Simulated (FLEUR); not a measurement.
CdSe: band structure with PBE

CdSe:

```xyz
2
Lattice="0.0000 3.0703 3.0703 3.0703 0.0000 3.0703 3.0703 3.0703 0.0000" Properties=species:S:1:pos:R:3 pbc="T T T"
Cd    0.0000    0.0000    0.0000
Se    1.5351    1.5351    1.5351
```

Measurements of this composition are mostly on another form, of space group No. 186.

| Property | Result |
| --- | --- |
| Program | FLEUR MaX-R8.1 (later development tree) |
| Task | band structure |
| Functional | PBE |
| Potentials or basis | all-electron |
| Basis | FLAPW |
| Kmax | 3.5 1/bohr |
| k mesh | 8 × 8 × 8 |
| Occupations | fermi-dirac, width 0.05 eV |
| Spin | no spin polarisation |
| inpgen profile | veryFastHighL |
| Gmax | 17.5 1/bohr |
| Muffin-tin radii | Cd 2.52, Se 2.14 bohr |
| lmax | Cd 9, Se 7 |
| Local orbitals a species | Cd 5, Se 4 |
| Max iterations | 60 |
| Mixing factor | 0.05 |
| Mixer | Anderson |
| Mixer history | 15 |
| Density convergence | 1e-05 me/bohr^3 |

| Item | Value |
| --- | --- |
| Band gap on the k mesh | 0.55 eV, direct |
| Band gap along the path | 0.55 eV, direct |
| Valence electrons inside the program's atomic spheres | Cd 18.46; Se 13.71 (radii Cd 2.52, Se 2.14 bohr) |

Levels at the corners of the path, in eV from the valence-band top:
```
point  band 15  band 16  band 17  band 18  band 19  band 20  band 21  band 22
    Γ    -7.47     0.00     0.00     0.00     0.55     5.94     5.94     5.94
    X    -7.14    -3.95    -1.76    -1.76     3.20     3.74     8.96    10.05
    W    -7.03    -3.85    -2.12    -2.09     4.91     5.22     6.42     7.60
    K    -7.06    -3.88    -2.40    -1.44     3.72     5.09     8.19     8.52
    Γ    -7.47     0.00     0.00     0.00     0.55     5.94     5.94     5.94
    L    -7.20    -4.22    -0.71    -0.71     2.36     6.45     6.45     7.32
    U    -7.06    -3.88    -2.40    -1.44     3.72     5.09     8.19     8.52
    W    -7.03    -3.85    -2.12    -2.09     4.91     5.22     6.42     7.60
    L    -7.20    -4.22    -0.71    -0.71     2.36     6.45     6.45     7.32
    K    -7.06    -3.88    -2.40    -1.44     3.72     5.09     8.19     8.52
    U    -7.06    -3.88    -2.40    -1.44     3.72     5.09     8.19     8.52
    X    -7.14    -3.95    -1.76    -1.76     3.20     3.74     8.96    10.05
```

Core levels (eV from the Fermi level):
| atom | levels |
| --- | --- |
| 1 Cd | 1s1/2 -26505.9, 2s1/2 -3930.6, 2p1/2 -3658.8, 2p3/2 -3466.4, 3s1/2 -729.3, 3p1/2 -620.4, 3p3/2 -586.1, 3d3/2 -393.4, 3d5/2 -386.4 |
| 2 Se | 1s1/2 -12494.4, 2s1/2 -1599.8, 2p1/2 -1434.5, 2p3/2 -1392.7, 3s1/2 -207.0, 3p1/2 -150.5, 3p3/2 -144.6 |

Wall time 51 s on 1 thread of Arm Neoverse V1, on a shared host, peak memory 0.08 GiB.
